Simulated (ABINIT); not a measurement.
The system is HfN.

```
Hf N
1.0
     0.00000    2.25600    2.25600
     2.25600    0.00000    2.25600
     2.25600    2.25600    0.00000
Hf N
1 1
Direct
  0.00000 0.00000 0.00000
  0.50000 0.50000 0.50000
```

```yaml
Program: ABINIT 10.8.3 (patched build)
Task: relaxation of cell and atoms
Functional: PBE
Potentials_or_basis: PseudoDojo NC SR PBE v0.4.1 standard
Cutoff: 1143 eV
k_mesh: 8 × 8 × 8
Occupations: fermi-dirac, width 0.05 eV
Spin: no spin polarisation
```

At the start: pressure 6.2 GPa; volume 11.48 Å³/atom.

How do energy, volume and symmetry change on relaxing?

Over 4 steps the energy falls by 4.9 meV/atom and the volume is 11.74 Å³/atom (+2.2 %); space group Fm-3m (No. 225, to 0.05 Å).

Step by step:
```
step  energy change (eV)  largest force (eV/Å)  pressure (GPa)  volume (Å³)
   1              0.0000                0.0000            6.17        22.96
   2             -0.0095                0.0000            0.89        23.40
   3             -0.0097                0.0000            0.03        23.48
   4             -0.0097                0.0000            0.00        23.48
```

Final structure:
```
Hf N
1.0
     0.00000    2.27271    2.27271
     2.27271    0.00000    2.27271
     2.27271    2.27271    0.00000
Hf N
1 1
Cartesian
  0.0000 0.0000 0.0000
  2.2727 2.2727 2.2727
```
